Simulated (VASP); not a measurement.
# GaN (Cmc2_1) in VASP: band structure with PBEsol

Aim: the band structure of GaN with PBEsol.

Program: VASP 6.6.1. These are calculated values, not measurements. Logs are shortened: lines on timing, memory, paths and dates and some standing lists are left out, and cuts for length are marked.

## (1) Starting point

The structure is orthorhombic, space group Cmc2_1 (No. 36). The conventional cell has a = 3.113 Å, b = 5.620 Å, c = 4.982 Å, α = 90.00°, β = 90.00°, γ = 90.00°. Ga (site symmetry m) is surrounded by 4 N at 1.91 to 1.93 Å. N (site symmetry m) is surrounded by 4 Ga at 1.91 to 1.93 Å.

## (2) Band structure, PBEsol

Contents of INCAR:

```
PREC     = Accurate       # precision mode
ENCUT    = 520            # plane-wave cutoff, eV
EDIFF    = 1E-6           # SCF threshold, eV
ISMEAR   = 0              # smearing method
SIGMA    = 0.03           # smearing width, eV
LREAL    = F              # projectors in reciprocal space
LASPH    = T              # aspherical terms in the spheres
NELM     = 80             # most SCF steps
ALGO     = Normal         # electronic algorithm
ISIF     = 2              # what is computed and relaxed
LWAVE    = F              # write WAVECAR
LCHARG   = F              # write CHGCAR
GGA      = PS             # functional
NBANDS   = 26             # bands
ICORELEVEL= 1            
KPAR     = 2
```

Contents of KPOINTS:

```
regular mesh
0
Gamma
  12 8 12
```

Contents of POSCAR:

```
GaN                                     
1.0
    3.1131016400      0.0000000000      0.0000000000
    0.0000000000      4.9818130000      0.0000000000
    1.5565507900      0.0000000000      2.8100946952
  Ga              N             
     2     2
Direct
     0.3348503772066279    0.0046477592756159    0.3302982455883525
     0.6651496227933721    0.5046477592756159    0.6697017544116475
     0.3373062361911196    0.6203522407243841    0.3253865276197385
     0.6626937638088803    0.1203522407243841    0.6746134723802615
```

Contents of KPOINTS_OPT:

```
explicit points
121
Reciprocal
 0.0000000000  0.0000000000  0.0000000000 1
 0.0720486871  0.0000000000  0.0360243436 1
 0.1440973743  0.0000000000  0.0720486871 1
 0.2161460614  0.0000000000  0.1080730307 1
 0.2881947485  0.0000000000  0.1440973743 1
 0.3602434357  0.0000000000  0.1801217178 1
 0.4322921228  0.0000000000  0.2161460614 1
 0.5043408099  0.0000000000  0.2521704050 1
 0.5763894971  0.0000000000  0.2881947485 1
 0.6484381842  0.0000000000  0.3242190921 1
 0.6484381842  0.0000000000  0.3242190921 1
 0.6319450526  0.0000000000  0.2881947485 1
 0.6154519210  0.0000000000  0.2521704050 1
 0.5989587895  0.0000000000  0.2161460614 1
 0.5824656579  0.0000000000  0.1801217178 1
 0.5659725263  0.0000000000  0.1440973743 1
 0.5494793947  0.0000000000  0.1080730307 1
 0.5329862632  0.0000000000  0.0720486871 1
 0.5164931316  0.0000000000  0.0360243436 1
 0.5000000000  0.0000000000  0.0000000000 1
 0.5000000000  0.0000000000  0.0000000000 1
 0.5000000000  0.0555555556  0.0000000000 1
 0.5000000000  0.1111111111  0.0000000000 1
 0.5000000000  0.1666666667  0.0000000000 1
 0.5000000000  0.2222222222  0.0000000000 1
 0.5000000000  0.2777777778  0.0000000000 1
 0.5000000000  0.3333333333  0.0000000000 1
 0.5000000000  0.3888888889  0.0000000000 1
 0.5000000000  0.4444444444  0.0000000000 1
 0.5000000000  0.5000000000  0.0000000000 1
 0.5000000000  0.5000000000  0.0000000000 1
 0.5164931316  0.5000000000  0.0360243436 1
 0.5329862632  0.5000000000  0.0720486871 1
 0.5494793947  0.5000000000  0.1080730307 1
 0.5659725263  0.5000000000  0.1440973743 1
 0.5824656579  0.5000000000  0.1801217178 1
 0.5989587895  0.5000000000  0.2161460614 1
 0.6154519210  0.5000000000  0.2521704050 1
 0.6319450526  0.5000000000  0.2881947485 1
 0.6484381842  0.5000000000  0.3242190921 1
 0.6484381842  0.5000000000  0.3242190921 1
 0.5763894971  0.5000000000  0.2881947485 1
 0.5043408099  0.5000000000  0.2521704050 1
 0.4322921228  0.5000000000  0.2161460614 1
 0.3602434357  0.5000000000  0.1801217178 1
 0.2881947485  0.5000000000  0.1440973743 1
 0.2161460614  0.5000000000  0.1080730307 1
 0.1440973743  0.5000000000  0.0720486871 1
 0.0720486871  0.5000000000  0.0360243436 1
 0.0000000000  0.5000000000  0.0000000000 1
 0.0000000000  0.5000000000  0.0000000000 1
 0.0000000000  0.4444444444  0.0000000000 1
 0.0000000000  0.3888888889  0.0000000000 1
 0.0000000000  0.3333333333  0.0000000000 1
 0.0000000000  0.2777777778  0.0000000000 1
 0.0000000000  0.2222222222  0.0000000000 1
 0.0000000000  0.1666666667  0.0000000000 1
 0.0000000000  0.1111111111  0.0000000000 1
 0.0000000000  0.0555555556  0.0000000000 1
 0.0000000000  0.0000000000  0.0000000000 1
 0.0000000000  0.0000000000  0.0000000000 1
 0.0000000000  0.0000000000 -0.0555555556 1
 0.0000000000  0.0000000000 -0.1111111111 1
 0.0000000000  0.0000000000 -0.1666666667 1
 0.0000000000  0.0000000000 -0.2222222222 1
 0.0000000000  0.0000000000 -0.2777777778 1
 0.0000000000  0.0000000000 -0.3333333333 1
 0.0000000000  0.0000000000 -0.3888888889 1
 0.0000000000  0.0000000000 -0.4444444444 1
 0.0000000000  0.0000000000 -0.5000000000 1
 0.0000000000  0.0000000000 -0.5000000000 1
 0.0390624240  0.0000000000 -0.4804687880 1
 0.0781248480  0.0000000000 -0.4609375760 1
 0.1171872719  0.0000000000 -0.4414063640 1
 0.1562496959  0.0000000000 -0.4218751520 1
 0.1953121199  0.0000000000 -0.4023439401 1
 0.2343745439  0.0000000000 -0.3828127281 1
 0.2734369678  0.0000000000 -0.3632815161 1
 0.3124993918  0.0000000000 -0.3437503041 1
 0.3515618158  0.0000000000 -0.3242190921 1
 0.3515618158  0.0000000000 -0.3242190921 1
 0.3515618158  0.0555555556 -0.3242190921 1
 0.3515618158  0.1111111111 -0.3242190921 1
 0.3515618158  0.1666666667 -0.3242190921 1
 0.3515618158  0.2222222222 -0.3242190921 1
 0.3515618158  0.2777777778 -0.3242190921 1
 0.3515618158  0.3333333333 -0.3242190921 1
 0.3515618158  0.3888888889 -0.3242190921 1
 0.3515618158  0.4444444444 -0.3242190921 1
 0.3515618158  0.5000000000 -0.3242190921 1
 0.3515618158  0.5000000000 -0.3242190921 1
 0.3124993918  0.5000000000 -0.3437503041 1
 0.2734369678  0.5000000000 -0.3632815161 1
 0.2343745439  0.5000000000 -0.3828127281 1
 0.1953121199  0.5000000000 -0.4023439401 1
 0.1562496959  0.5000000000 -0.4218751520 1
 0.1171872719  0.5000000000 -0.4414063640 1
 0.0781248480  0.5000000000 -0.4609375760 1
 0.0390624240  0.5000000000 -0.4804687880 1
 0.0000000000  0.5000000000 -0.5000000000 1
 0.0000000000  0.5000000000 -0.5000000000 1
 0.0000000000  0.4444444444 -0.5000000000 1
 0.0000000000  0.3888888889 -0.5000000000 1
 0.0000000000  0.3333333333 -0.5000000000 1
 0.0000000000  0.2777777778 -0.5000000000 1
 0.0000000000  0.2222222222 -0.5000000000 1
 0.0000000000  0.1666666667 -0.5000000000 1
 0.0000000000  0.1111111111 -0.5000000000 1
 0.0000000000  0.0555555556 -0.5000000000 1
 0.0000000000  0.0000000000 -0.5000000000 1
 0.0000000000  0.5000000000  0.0000000000 1
 0.0000000000  0.5000000000 -0.0555555556 1
 0.0000000000  0.5000000000 -0.1111111111 1
 0.0000000000  0.5000000000 -0.1666666667 1
 0.0000000000  0.5000000000 -0.2222222222 1
 0.0000000000  0.5000000000 -0.2777777778 1
 0.0000000000  0.5000000000 -0.3333333333 1
 0.0000000000  0.5000000000 -0.3888888889 1
 0.0000000000  0.5000000000 -0.4444444444 1
 0.0000000000  0.5000000000 -0.5000000000 1
 0.0000000000  0.0000000000  0.0000000000 1
```

Potentials or basis: VASP PAW PBE potentials, release 64 (Ga_d, N).

On the command line:

```console
> cat potpaw_PBE.64/Ga_d/POTCAR potpaw_PBE.64/N/POTCAR > POTCAR
> mpirun -np 2 vasp_std > vasp.out
```

OUTCAR:

```text
PREC = Accurate
   ENCUT = 520
   EDIFF = 1E-6
   ISMEAR = 0
   LREAL = F
   LASPH = T
   NELM = 80
   ISIF = 2
   GGA = PS

 ion  position               nearest neighbor table
   1  0.335  0.005  0.330-   3 1.91   4 1.92   4 1.92   4 1.93
   2  0.665  0.505  0.670-   4 1.91   3 1.92   3 1.92   3 1.93
   3  0.337  0.620  0.325-   1 1.91   2 1.92   2 1.92   2 1.93
   4  0.663  0.120  0.675-   2 1.91   1 1.92   1 1.92   1 1.93

  LATTYP: Found a base centered orthorhombic cell.
 ALAT       =     3.1131016400
 B/A-ratio  =     1.8053343708
 C/A-ratio  =     1.6002731604

  Lattice vectors:

 A1 = (  -1.5565507900,   0.0000000000,  -2.8100946952)
 A2 = (  -1.5565508500,   0.0000000000,   2.8100946952)
 A3 = (   0.0000000000,   4.9818130000,   0.0000000000)

Analysis of symmetry for initial positions (statically):
=====================================================================
 Subroutine PRICEL returns:
 Original cell was already a primitive cell.

 Routine SETGRP: Setting up the symmetry group for a
 base centered orthorhombic supercell.

 Subroutine GETGRP returns: Found  4 space group operations
 (whereof  2 operations were pure point group operations)
 out of a pool of  8 trial point group operations.

The static configuration has the point symmetry C_1h.
 The point group associated with its full space group is C_2v.

Analysis of symmetry for dynamics (positions and initial velocities):
=====================================================================
 Subroutine PRICEL returns:
 Original cell was already a primitive cell.

 Routine SETGRP: Setting up the symmetry group for a
 base centered orthorhombic supercell.

 Subroutine GETGRP returns: Found  4 space group operations
 (whereof  2 operations were pure point group operations)
 out of a pool of  8 trial point group operations.

The dynamic configuration has the point symmetry C_1h.
 The point group associated with its full space group is C_2v.

 Subroutine INISYM returns: Found  4 space group operations
 (whereof  2 operations are pure point group operations),
 and found     1 'primitive' translations

----------------------------------------------------------------------------------------

                                     Primitive cell

  volume of cell :      43.5815

  direct lattice vectors                    reciprocal lattice vectors
     3.113101640  0.000000000  0.000000000     0.321223049  0.000000000 -0.177929944
     0.000000000  4.981813000  0.000000000     0.000000000  0.200730136  0.000000000
     1.556550790  0.000000000  2.810094695     0.000000000  0.000000000  0.355859894

  length of vectors
     3.113101640  4.981813000  3.212395143     0.367210174  0.200730136  0.355859894

[... 68 lines left out ...]
   total plane-waves  NPLWV =  23040
   dimension x,y,z NGX =    24 NGY =   40 NGZ =   24
   dimension x,y,z NGXF=    48 NGYF=   80 NGZF=   48
   ions per type =               2   2
   NGX,Y,Z   is equivalent  to a cutoff of  12.82, 13.35, 12.42 a.u.
   NGXF,Y,Z  is equivalent  to a cutoff of  25.63, 26.70, 24.84 a.u.
 SYSTEM =  unknown system
   PREC   = accura    normal or accurate (medium, high low for compatibility)
   ISTART =      0    job   : 0-new  1-cont  2-samecut
   ICHARG =      2    charge: 1-file 2-atom 10-const
   ISPIN  =      1    spin polarized calculation?
   LNONCOLLINEAR =      F non collinear calculations
   LSORBIT =      F    spin-orbit coupling
   LASPH  =      T    aspherical Exc in radial PAW
   ENCUT  =  520.0 eV  38.22 Ry    6.18 a.u.   5.79  9.26  5.97*2*pi/ulx,y,z
   NELM   =     80;   NELMIN=  2; NELMDL= -5     # of ELM steps
   EDIFF  = 0.1E-05   stopping-criterion for ELM
   LREAL  =      F    real-space projection
[... 7 lines left out ...]
   TEBEG  =    0.0;   TEEND  =   0.0 temperature during run
   PSTRESS=    0.0 pullay stress
   NELECT =      36.0000    total number of electrons
   NUPDOWN=      -1.0000    fix difference up-down
   EMIN   =  10.00;   EMAX   =-10.00  energy-range for DOS
   EFERMI =   0.00;   METHOD = LEGACY
   ISMEAR =     0;   SIGMA  =   0.03  broadening in eV -4-tet -1-fermi 0-gaus
   EFERMI_NEDOS =   21; number of points for ismear=-14 and -15
   IALGO  =     38    algorithm
   IMIX   =      4    mixing-type and parameters
     AMIX     =   0.40;   BMIX     =  1.00
     AMIX_MAG =   1.60;   BMIX_MAG =  1.00
  volume/ion in A,a.u.               =      10.90        73.53
  Fermi-wavevector in a.u.,A,eV,Ry     =   1.536061  2.902734 32.102717  2.359483
  Thomas-Fermi vector in A             =   2.642762
   LORBIT       =      0    0 simple, 1 ext, 2 COOP (PROOUT), +10 PAW based schemes
   GGA     = PS    functional components
   LHFCALC =     F    Hartree Fock is set to
   AEXX    =    0.0000 exact exchange contribution
   IVDW    =     0    specifies the selected vdW correction
   LEPSILON=     F    determine dielectric tensor
   LRPA    =     F    only Hartree local field effects (RPA)
 non-spin polarized calculation
 Gauss-broadening in eV      SIGMA  =   0.03
  energy-cutoff  :      520.00
  volume of cell :       43.58
 maximum number of plane-waves:      1196
   NGX = 11   NGY = 19   NGZ = 11

 number of electron      36.0000010 magnetization

 Free energy of the ion-electron system (eV)
  ---------------------------------------------------
  ext. energy  EPLUGINS =         0.00000000
  ---------------------------------------------------
  free energy    TOTEN  =       -26.15381006 eV

  energy without entropy =      -26.15381006  energy(sigma->0) =      -26.15381006

 the core state eigenenergies are
   1-  1s -10216.5893  2s  -1250.0242  2p  -1086.4782  3s   -136.2771  3p    -87.0219

   2-  1s -10216.5893  2s  -1250.0242  2p  -1086.4782  3s   -136.2771  3p    -87.0219

   3-  1s   -369.7936
   4-  1s   -369.7936

 E-fermi :   5.9545     XC(G=0): -12.1597

 val. band max:        5.8185490525   @ k =   0.0000   0.0000   0.0000
 cond. band min:       7.9183920272   @ k =   0.0000   0.0000   0.0000
 fundamental gap:      2.0998429747
 Fermi energy:         5.9544573913

 k-point     1 :       0.0000    0.0000    0.0000
  band No.  band energies     occupation
      1     -10.6785      2.00000
      2      -9.5476      2.00000
      3      -7.7368      2.00000
      4      -7.7204      2.00000
      5      -7.7004      2.00000
      6      -7.6562      2.00000
[... 685 lines left out ...]
     25      16.6712      0.00000
     26      17.0844      0.00000

 [... further k-points ...]

------------------------ aborting loop because EDIFF is reached ----------------------------------------

  FORCE on cell =-STRESS in cart. coord.  units (eV):
  Direction    XX          YY          ZZ          XY          YZ          ZX
  --------------------------------------------------------------------------------------
  -------------------------------------------------------------------------------------
  Total        2.5723094      4.2880521      0.0365985      0.0000000      0.0000000     -0.0000000
  in kB       94.5653664    157.6409183      1.3454636      0.0000000      0.0000000     -0.0000000
  external PRESSURE =      84.5172494 kB  Pullay stress =       0.0000000 kB

 VOLUME and BASIS-vectors are now :
 -----------------------------------------------------------------------------
  energy-cutoff  :      520.00
  volume of cell :       43.58
      direct lattice vectors                 reciprocal lattice vectors
     3.113101640  0.000000000  0.000000000     0.321223049  0.000000000 -0.177929944
     0.000000000  4.981813000  0.000000000     0.000000000  0.200730136  0.000000000
     1.556550790  0.000000000  2.810094695     0.000000000  0.000000000  0.355859894

 POSITION                                       TOTAL-FORCE (eV/Angst)
 -----------------------------------------------------------------------------------
      1.55655      0.02315      0.92817        -0.000000      0.001156      0.004681
      3.11310      2.51406      1.88193         0.000000      0.001156     -0.004681
      1.55655      3.09048      0.91437         0.000000     -0.001156     -0.002800
      3.11310      0.59957      1.89573        -0.000000     -0.001156      0.002800
 -----------------------------------------------------------------------------------
    total drift:                                0.000006     -0.000094      0.000013

  FREE ENERGIE OF THE ION-ELECTRON SYSTEM (eV)
  ---------------------------------------------------
  free  energy   TOTEN  =       -26.1538100566 eV

  energy  without entropy=      -26.1538100566  energy(sigma->0) =      -26.15381006
```

It took 76 s on 2 MPI ranks of Intel Xeon Platinum 8559C (Emerald Rapids), shared host; peak memory 0.42 GiB.

What came out:

```yaml
Free_energy: -26.1538 eV
Pressure: 8.5 GPa
Largest_force: 0.005 eV/Å
Band_gap_on_the_k_mesh: 2.10 eV, direct
Band_gap_along_the_path: 2.10 eV, direct
```

Forces in eV/Å, atoms in the order of the input:
```
Ga   0.000  0.001  0.005
Ga   0.000  0.001 -0.005
N    0.000 -0.001 -0.003
N    0.000 -0.001  0.003
```

Stress tensor (GPa, compression positive):
```
 9.46  0.00  0.00
 0.00 15.76  0.00
 0.00  0.00  0.13
```

Levels at the corners of the path, in eV from the valence-band top:
| point | band 15 | band 16 | band 17 | band 18 | band 19 | band 20 | band 21 | band 22 |
| --- | --- | --- | --- | --- | --- | --- | --- | --- |
| Γ | -1.18 | -0.31 | -0.05 | 0.00 | 2.10 | 3.89 | 9.35 | 9.60 |
| X | -5.54 | -3.33 | -3.16 | -2.95 | 5.19 | 7.75 | 7.95 | 8.36 |
| X | -5.54 | -3.33 | -3.16 | -2.95 | 5.19 | 7.75 | 7.95 | 8.36 |
| S | -4.47 | -3.38 | -2.34 | -1.32 | 4.41 | 5.49 | 6.21 | 8.96 |
| S | -4.47 | -3.38 | -2.34 | -1.32 | 4.41 | 5.49 | 6.21 | 8.96 |
| R | -2.44 | -2.44 | -1.89 | -1.89 | 4.33 | 4.33 | 7.82 | 7.82 |
| R | -2.44 | -2.44 | -1.89 | -1.89 | 4.33 | 4.33 | 7.82 | 7.82 |
| A | -4.62 | -4.62 | -1.46 | -1.46 | 6.72 | 6.72 | 7.41 | 7.41 |
| A | -4.62 | -4.62 | -1.46 | -1.46 | 6.72 | 6.72 | 7.41 | 7.41 |
| Z | -0.97 | -0.97 | -0.62 | -0.62 | 4.22 | 4.22 | 8.61 | 8.61 |
| Z | -0.97 | -0.97 | -0.62 | -0.62 | 4.22 | 4.22 | 8.61 | 8.61 |
| Γ | -1.18 | -0.31 | -0.05 | 0.00 | 2.10 | 3.89 | 9.35 | 9.60 |
| Γ | -1.18 | -0.31 | -0.05 | 0.00 | 2.10 | 3.89 | 9.35 | 9.60 |
| Y | -4.58 | -2.90 | -2.51 | -0.97 | 5.19 | 6.07 | 6.33 | 8.67 |
| Y | -4.58 | -2.90 | -2.51 | -0.97 | 5.19 | 6.07 | 6.33 | 8.67 |
| X1 | -5.54 | -3.33 | -3.16 | -2.95 | 5.19 | 7.75 | 7.95 | 8.36 |
| X1 | -5.54 | -3.33 | -3.16 | -2.95 | 5.19 | 7.75 | 7.95 | 8.36 |
| A1 | -4.62 | -4.62 | -1.46 | -1.46 | 6.72 | 6.72 | 7.41 | 7.41 |
| A1 | -4.62 | -4.62 | -1.46 | -1.46 | 6.72 | 6.72 | 7.41 | 7.41 |
| T | -2.01 | -2.01 | -1.91 | -1.91 | 4.57 | 4.57 | 8.08 | 8.08 |
| T | -2.01 | -2.01 | -1.91 | -1.91 | 4.57 | 4.57 | 8.08 | 8.08 |
| Y | -4.58 | -2.90 | -2.51 | -0.97 | 5.19 | 6.07 | 6.33 | 8.67 |
| Z | -0.97 | -0.97 | -0.62 | -0.62 | 4.22 | 4.22 | 8.61 | 8.61 |
| T | -2.01 | -2.01 | -1.91 | -1.91 | 4.57 | 4.57 | 8.08 | 8.08 |

Core levels (eV, on the scale of the bands):
```csv
atom,levels
1 Ga,"1s -10216.6, 2s -1250.0, 2p -1086.5, 3s -136.3, 3p -87.0"
2 Ga,"1s -10216.6, 2s -1250.0, 2p -1086.5, 3s -136.3, 3p -87.0"
3 N,1s -369.8
4 N,1s -369.8
```

Caveat: the PAW data sets were made with another functional, which shifts forces and pressure a little. A hybrid or GW would open this gap; PBEsol tends to underestimate it.
